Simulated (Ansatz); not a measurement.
Crystal: Zn.

```
Zn
1.0
    -1.56904    1.56904    1.56904
     1.56904   -1.56904    1.56904
     1.56904    1.56904   -1.56904
Zn
1
Cartesian
  0.0000 0.0000 0.0000
```

This isn't the form of Zn at room conditions, which is hcp.

- Program: Ansatz 0.2.0
- Task: relaxation of cell and atoms
- Functional: PBEsol
- Potentials or basis: Ansatz PAW
- Cutoff: 420 eV (not typed: the program's choice for these potentials)
- k mesh: 12 × 12 × 12
- Occupations: fermi-dirac, width 0.05 eV
- Spin: no spin polarisation

At the start: volume 15.45 Å³/atom.

Question: Where does the relaxation end?

Answer: It ends after 5 steps and the volume is 14.27 Å³/atom (-7.7 %); space group Im-3m (No. 229, to 0.05 Å).

Step by step:
| step | energy change (eV) | largest force (eV/Å) | volume (Å³) |
| --- | --- | --- | --- |
| 1 | 0.0000 | 0.0000 | 15.45 |
| 2 | -0.0194 | 0.0000 | 14.62 |
| 3 | -0.0217 | 0.0000 | 14.18 |
| 4 | -0.0217 | 0.0000 | 14.27 |
| 5 | -0.0211 | 0.0000 | 14.27 |

Final structure:
```xyz
1
Lattice="-1.5278 1.5278 1.5278 1.5278 -1.5278 1.5278 1.5278 1.5278 -1.5278" Properties=species:S:1:pos:R:3 pbc="T T T"
Zn    0.0000    0.0000    0.0000
```

Caveat: the plane-wave basis is chosen anew once the cell has moved, so the energies of steps on either side of that aren't comparable; the PAW data sets come from PBE, with cores solved anew for the run's functional, which leaves a small shift of forces and pressure.
